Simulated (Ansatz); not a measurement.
# KF (rocksalt type): the cost of one run

Computed with Ansatz 0.2.0 (DFT PBE, scalar-relativistic, unless a step's input says otherwise).

1 further run of the same task is left out (set aside as unsound or not needed).

## Step 1: Starting point

Symmetry: Fm-3m, No. 225, cubic system. The conventional cell has a = 5.420 Å, b = 5.420 Å, c = 5.420 Å, α = 90.00°, β = 90.00°, γ = 90.00°. K (site symmetry m-3m) is surrounded by 6 F at 2.71 Å. F (site symmetry m-3m) has 6 K at 2.71 Å as nearest neighbours.

Coordinates:

```
CELL_PARAMETERS angstrom
0.00000 2.70989 2.70989
2.70989 0.00000 2.70989
2.70989 2.70989 0.00000
ATOMIC_POSITIONS crystal
K 0.00000 0.00000 0.00000
F 0.50000 0.50000 0.50000
```

Atoms are numbered in the order of the input: K1, F2.

## Step 2: After the deformation

Space group Fm-3m before, Immm after.

## Step 3: LAPW, all electrons

File input.yaml:

```yaml
crystal:
  lattice:
    - [0.0135494381, 2.7098876288, 2.7098876288]
    - [2.7098876288, 0.0135494381, 2.7098876288]
    - [2.723437067, 2.723437067, 0.0]
  atoms:
    - { symbol: K, position: [0.0, 0.0, 0.0] }
    - { symbol: F, position: [0.5, 0.5, 0.5] }
kpoints:
  mp_grid: { grid: [16, 16, 16] }
scf:
  occupations: { method: fermi_dirac, width: 0.08 }
hamiltonian:
  xc: pbe
  pseudopotentials: { kind: all_electron, lapw: { basis_error: 0.001 } }
output:
  forces: true
  stress: true
  eigenvalues: true
```

Command:

```
ansatz run input.yaml --threads 1 --pin off --max-ram 2048MiB --backend cpu --events-out ev --progress --plain --runs-dir out
```

**Question.** How long does this run take on 1 thread of Arm Neoverse V1, shared host?

About 82 s.
